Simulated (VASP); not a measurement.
PtSe2, 9 atoms in the cell. The cell holds a slab with vacuum, 9 atoms: a = 3.757 Å, b = 3.757 Å, c = 30.655 Å, α = 90.00°, β = 90.00°, γ = 120.00°. 

| Property | Result |
| --- | --- |
| Program | VASP 6.6.1 |
| Task | relaxation of cell and atoms |
| Functional | rev-vdW-DF2 |
| Potentials or basis | VASP PAW PBE potentials, release 64 (Se, Pt) |
| Cutoff | 600 eV |
| k mesh | 9 × 9 × 1 |
| Occupations | gaussian, width 0.03 eV |
| Spin | no spin polarisation |
| Further INCAR settings | ALGO = Normal; EDIFF = 1e-07; IBRION = 2; EDIFFG = -0.005; NSW = 90; ISIF = 3 |

Potentials or basis: VASP PAW PBE potentials, release 64 (Se, Pt).

Command:

```console
$ cat potpaw_PBE.64/Se/POTCAR potpaw_PBE.64/Pt/POTCAR > POTCAR
$ mpirun -np 4 vasp_std > vasp.out
```

Hardware: 4 MPI ranks on AMD EPYC 9R45 (Zen 5), with other jobs on the host.

Problem. How long does it take, and how much memory?

Solution. It took 14 min on 4 MPI ranks on AMD EPYC 9R45 (Zen 5), on a shared host, peak memory 1.6 GiB a rank. Counts: scf iterations 44, k points 12, ion steps 8.
